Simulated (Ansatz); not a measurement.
The cell is HfSiO4 on the sites of tetragonal HfO2 (relaxed group P2_1/m) (no longer in that coordination); cell and atoms were relaxed with r2SCAN. Hf has 7 O at 1.92–2.42 Å; O has 1 Si at 1.69 Å and 3 Hf at 2.25–2.42 Å; O has 1 Si at 1.71 Å and 2 Hf at 2.03 Å; Si has 5 O at 1.63–1.82 Å; O has 1 Si at 1.63 Å and 1 Hf at 1.92 Å; O has 2 Si at 1.82 Å and 1 Hf at 2.17 Å.

Space group P2_1/m (No. 11). a = 5.351 Å, b = 3.580 Å, c = 6.809 Å, α = 90.00°, β = 101.72°, γ = 90.00°
```json
{"atom": "Hf", "site": "2e", "symmetry": "m", "x": "0.2665", "y": "0.7500", "z": "0.8088"}
{"atom": "O", "site": "2e", "symmetry": "m", "x": "0.4241", "y": "0.7500", "z": "0.1414"}
{"atom": "O", "site": "2e", "symmetry": "m", "x": "0.1008", "y": "0.2500", "z": "0.8423"}
{"atom": "Si", "site": "2e", "symmetry": "m", "x": "0.2066", "y": "0.7500", "z": "0.2895"}
{"atom": "O", "site": "2e", "symmetry": "m", "x": "0.2963", "y": "0.7500", "z": "0.5327"}
{"atom": "O", "site": "2e", "symmetry": "m", "x": "0.1463", "y": "0.2500", "z": "0.2752"}
```

4 runs of the plane-wave code Ansatz on this cell differ in the functional (and in the settings that go with it). Levels are in eV from each run's valence top; v1 is the last filled band, c1 the first empty one.

Run A, mean stress +6.5 GPa (compression positive):

| point | v5 | v3 | v1 | c1 | c2 | c3 |
| --- | --- | --- | --- | --- | --- | --- |
| Γ | -1.08 | -0.88 | -0.55 | 4.68 | 5.10 | 5.33 |
| Z | -1.61 | -1.21 | -0.31 | 5.22 | 5.22 | 5.81 |
| D | -1.98 | -1.19 | -0.03 | 5.04 | 5.04 | 5.88 |

Run B, mean stress -0.3 GPa (compression positive):

| point | v5 | v3 | v1 | c1 | c2 | c3 |
| --- | --- | --- | --- | --- | --- | --- |
| Γ | -1.10 | -0.89 | -0.58 | 6.36 | 6.80 | 7.10 |
| Z | -1.66 | -1.21 | -0.30 | 6.97 | 6.97 | 7.61 |
| D | -2.05 | -1.17 | -0.02 | 6.77 | 6.77 | 7.68 |

Run C, mean stress 0.0 GPa (compression positive):

| point | v5 | v3 | v1 | c1 | c2 | c3 |
| --- | --- | --- | --- | --- | --- | --- |
| Γ | -1.11 | -0.90 | -0.56 | 5.21 | 5.71 | 5.85 |
| Z | -1.65 | -1.23 | -0.29 | 5.72 | 5.72 | 6.36 |
| D | -2.02 | -1.20 | -0.03 | 5.55 | 5.55 | 6.43 |

Run D, mean stress -0.3 GPa (compression positive):

| point | v5 | v3 | v1 | c1 | c2 | c3 |
| --- | --- | --- | --- | --- | --- | --- |
| Γ | -1.10 | -0.89 | -0.59 | 7.13 | 7.55 | 7.88 |
| Z | -1.66 | -1.21 | -0.31 | 7.75 | 7.75 | 8.39 |
| D | -2.05 | -1.17 | -0.02 | 7.55 | 7.55 | 8.47 |

Q: Match the runs to PBE, r2SCAN, HSE06, PBE0.

A: A is PBE, B is HSE06, C is r2SCAN, D is PBE0. In order of the gap: PBE 4.68, r2SCAN 5.21, HSE06 6.36, PBE0 7.13 eV.

Note: simulated data, non-magnetic, for a generated structure that need not be the stable one.

No spin-orbit coupling is included; it can move band edges with weight on the heavy atoms by tenths of an eV.

The stress of a hybrid is loosely converged in these runs.

The meshes of the hybrids are coarse, so their gaps aren't converged to the digits shown.
